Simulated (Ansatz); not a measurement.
# S: the cost of one run

Computed with Ansatz 0.2.0 (DFT PBE, scalar-relativistic, plane waves, PAW, unless a step's input says otherwise).

1 further run of the same task is left out (set aside as unsound or not needed).

## (1) The structure to begin with

It takes space group P6/mmm (No. 191, hexagonal). Conventional cell: a = 3.990 Å, b = 3.990 Å, c = 4.488 Å, α = 90.00°, β = 90.00°, γ = 120.00°. S (site symmetry -6m2) is surrounded by 3 S at 2.30 Å.

Coordinates:

```xyz
2
Lattice="3.9902 0.0000 0.0000 -1.9951 3.4556 0.0000 0.0000 0.0000 4.4880" Properties=species:S:1:pos:R:3 pbc="T T T"
S     0.0000    2.3037    2.2440
S     1.9951    1.1519    2.2440
```

The cell was relaxed beforehand at this level, from a generated guess; it needn't be the stable form of this composition. At a tolerance of 0.05 Å it has space group P6/mmm (No. 191); it has 30.94 Å³/atom, an uncorrected energy of +0.80 eV/atom over the standard state.

## (2) Static run: bands, density of states and charges

input.yaml

```yaml
crystal:
  lattice:
    - [3.9901993289, 0.0, 0.0]
    - [-1.9950996644, 3.455613985, 0.0]
    - [0.0, 0.0, 4.4880042324]
  atoms:
    - { symbol: S, position: [0.3333333333, 0.6666666667, 0.5] }
    - { symbol: S, position: [0.6666666667, 0.3333333333, 0.5] }
basis:
  ecutwfc: 420
kpoints:
  mp_grid: { grid: [18, 18, 12] }
  band_path:
    path:
      - [[0.0, 0.0, 0.0], [0.5, 0.0, 0.0], [0.33333333, 0.33333333, 0.0], [0.0, 0.0, 0.0], [0.0, 0.0, 0.5], [0.5, 0.0, 0.5], [0.33333333, 0.33333333, 0.5], [0.0, 0.0, 0.5]]
      - [[0.5, 0.0, 0.5], [0.5, 0.0, 0.0]]
      - [[0.33333333, 0.33333333, 0.5], [0.33333333, 0.33333333, 0.0]]
    npoints: 14
hamiltonian:
  xc: pbe
scf:
  occupations: { method: gaussian, width: 0.1 }
  n_extra_bands: 6
output:
  forces: true
  stress: true
  eigenvalues: true
  populations: true
  dos: { projected: true, de: 0.02, nscf_kmesh: { grid: [22, 22, 15] } }
  bader: true
  write_density: true
  write_potential: true
  elf: true
  volumetric_format: npy
```

On the command line:

```
ansatz run input.yaml --threads 1 --pin off --max-ram 2048MiB --backend cpu --events-out ev --progress --plain --runs-dir out
```

Q: Estimate wall time and peak memory on 1 thread of Arm Neoverse V2, shared host.

About 23 s, with a peak of 0.46 GiB.
